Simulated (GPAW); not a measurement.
The system is FeGe.

```
Ge Fe
1.0
     4.68900    0.00000    0.00000
     0.00000    4.68900    0.00000
     0.00000    0.00000    4.68900
Ge Fe
4 4
Direct
  0.15800 0.34200 0.65800
  0.34200 0.65800 0.15800
  0.65800 0.15800 0.34200
  0.84200 0.84200 0.84200
  0.86500 0.63500 0.36500
  0.63500 0.36500 0.86500
  0.36500 0.86500 0.63500
  0.13500 0.13500 0.13500
```

Base run:

```yaml
Program: GPAW 26.7.0
Functional: LDA
Potentials_or_basis: the program's PAW data sets (release 1.2.1) made for this functional
Cutoff: 450 eV
Basis: pw
k_mesh: 5 × 5 × 5
Occupations: fermi-dirac, width 0.05 eV
Spin: collinear spin, ferromagnetic start
Starting_moments: "[0.0, 0.0, 0.0, 0.0, 4.0, 4.0, 4.0, 4.0] μB"
```

Its results: band gap on the k mesh none (metal or under the smearing width); pressure -16.5 GPa; net moment 4.11 μB per cell; site moments Ge -0.04; Fe +1.10 μB; largest force 0.230 eV/Å.

Task: The run is repeated on the same cell with these changes: functional from LDA to PBE; potentials or basis from the program's PAW data sets (release 1.2.1) made for this functional to GPAW PAW data sets (gpaw-data 1.2.1). What comes out?

Result: Band gap on the k mesh none (metal or under the smearing width); pressure -3.6 GPa; net moment 4.27 μB per cell; site moments Ge -0.05; Fe +1.18 μB; largest force 0.042 eV/Å.

Caveats: the cutoff is short for stress and forces, so pressures can be off by a GPa or more; the moment fell far below its start of 4 μB, so a state of higher moment may lie lower in energy; so large a pressure means that the cell lies far from this level's equilibrium, or that cutoff or potentials fall short (some runs).

Not every run made on this cell is shown here.
